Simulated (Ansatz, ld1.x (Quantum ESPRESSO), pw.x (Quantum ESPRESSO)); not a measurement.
# Os: one change to the TM potential, in the atom and in the fcc crystal

osmium, norm-conserving Troullier–Martins (Kleinman–Bylander form), made with ld1.x (Quantum ESPRESSO) 7.5 (PBE, scalar-relativistic). Core [Xe] 4f14, reference 5d6 6s2 6p0. Waves: 6p (bound, empty): rc 3.40 bohr; 5d (bound): rc 2.05 bohr; 6s (bound): rc 2.00 bohr. Local part: the s channel. Core correction: none.

Change: all radii scaled by about 1.24 (s 2.48, p 4.20, d 2.54 bohr).

Cutoffs, loose and tight: the cutoffs (Ry, on a coarse ladder) from which the occupation-weighted sum of valence levels, in a spherical-Bessel basis at the reference potential, stays within 10 and 1 mRy of its value at 400 Ry. They do not see the model core or the augmentation charge, which bear on the density cutoff. Test errors are all-electron minus pseudo excitation energies from the reference, over the configurations 5d6 6s1 6p0; 5d6 6s0 6p0; 5d5 6s0 6p0; 5d6.5 6s1.5 6p0; 5d6 6s1.5 6p0; 5d7 6s1 6p0; 5d4 6s0 6p0; variants that change the core or the reference have their own tests.

Crystal test: fcc Os in pw.x 7.5, no spin, 15³ k-points, Fermi–Dirac smearing 0.01 Ry, cutoffs set for each file from its atomic test. The reference is all-electron LAPW (Ansatz 0.2.0) with the same functional, mesh and smearing; V0 and B0 come from Birch–Murnaghan fits to the pressures at five volumes. Errors are pseudo minus all-electron; Δ is the rms difference of the E(V) curves that follow from these fits, minima aligned, over ±6 % about the mean V0. Mesh and smearing are coarse, so the numbers serve the comparison and aren't converged zero-temperature values; the lattice is a test structure that the element need not adopt.

All-electron: a0 = 3.856 Å (V0 = 14.34 Å³/atom), B0 = 387.2 GPa.

Task: Does the change bring the crystal closer to the all-electron result?

Result: The mean pressure error goes from +13.69 to +25.18 GPa, so the change moves the solid further from the all-electron pressures.

```json
{"quantity": "outcome (atom)", "base": "generated", "changed": "generated"}
{"quantity": "cutoff, loose (atom)", "base": "35 Ry", "changed": "30 Ry"}
{"quantity": "cutoff, tight (atom)", "base": "55 Ry", "changed": "35 Ry"}
{"quantity": "bound ghosts (atom)", "base": "none", "changed": "none"}
{"quantity": "largest test error (meV) (atom)", "base": "-163", "changed": "-124"}
{"quantity": "cutoffs in pw.x (Ry)", "base": "70/280", "changed": "45/180"}
{"quantity": "a0 (Å)", "base": "3.899", "changed": "–"}
{"quantity": "a0 error (%)", "base": "+1.11", "changed": "–"}
{"quantity": "B0 error (%)", "base": "-2.9", "changed": "–"}
{"quantity": "Δ (meV/atom)", "base": "40.5", "changed": "–"}
{"quantity": "mean pressure error (GPa)", "base": "+13.69", "changed": "+25.18"}
```

A dash: not determined, or the minimum lies outside the volumes sampled.

Base: The largest radius (3.40 bohr) exceeds half the bond length (2.58 bohr), so the spheres overlap, which is one possible source of error among others. This is a poor potential for the solid. Changed file: The largest radius (4.20 bohr) exceeds half the bond length (2.58 bohr), so the spheres overlap, which is one possible source of error among others. This is a poor potential for the solid. The atomic cutoffs weigh occupied waves only.
